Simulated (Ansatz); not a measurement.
**Ta: all-electron results**

```yaml
crystal:
  lattice:
    - [2.74173, 0.00000, 0.00000]
    - [0.00000, 2.74173, 0.00000]
    - [0.00000, 0.00000, 2.74173]
  atoms:
    - { symbol: Ta, position: [0.00000, 0.00000, 0.00000] }
```

The cell was built from the sc type and relaxed in the same program, and has space group Pm-3m; it needn't be a known or the stable phase.

Spin polarisation is left out, and whether a magnetic state lies lower isn't shown here.

Spin–orbit coupling is left out, though it moves levels of the heavy atoms by tenths of an eV or more.

Computed with DFT, PBE, all-electron LAPW, scalar-relativistic in Ansatz 0.2.0.

The runs use a Γ-centred 13×13×13 k mesh, Fermi–Dirac smearing of 0.03 eV, basis error target 0.5 meV/atom, no spin polarisation.

| Quantity | Value |
| --- | --- |
| Band gap | none: with an odd electron count and no spin polarisation the bands can't all be full, a metal in this set-up (spin order or a larger cell could open a gap) |
| Density of states at the Fermi level (0.2 eV bin) | 0.89 states/eV per cell |
| Volume per atom | 139.1 bohr³ |
| Pressure at this cell | -0.09 GPa |
